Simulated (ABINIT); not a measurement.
P:

```
CELL_PARAMETERS angstrom
1.64774 -5.46504 0.00000
1.64774 5.46504 0.00000
0.00000 0.00000 4.54364
ATOMIC_POSITIONS crystal
P 0.90414 0.09586 0.58882
P 0.09586 0.90414 0.41118
P 0.59586 0.40414 0.08882
P 0.40414 0.59586 0.91118
```

Base run:

| Item | Value |
| --- | --- |
| Program | ABINIT 10.8.3 (patched build) |
| Functional | PBE |
| Potentials or basis | PseudoDojo NC SR PBE v0.4.1 standard |
| Cutoff | 435 eV |
| k mesh | 6 × 6 × 4 |
| Occupations | fermi-dirac, width 0.05 eV |
| Spin | no spin polarisation |

Its results: band gap on the k mesh 0.09 eV, direct; pressure 2.0 GPa; largest force 0.362 eV/Å.

Task: The run is repeated on the same cell with these changes: functional from PBE to PBEsol; potentials or basis from PseudoDojo NC SR PBE v0.4.1 standard to PseudoDojo NC SR PBEsol v0.4.1 standard; cutoff from 435 eV to 490 eV. What comes out?

Result: Band gap on the k mesh none (metal or under the smearing width); pressure -0.6 GPa; largest force 0.306 eV/Å.

Caveats: the cutoff is short for stress, so the pressure is rough (some runs).

A k mesh can miss the band edges.
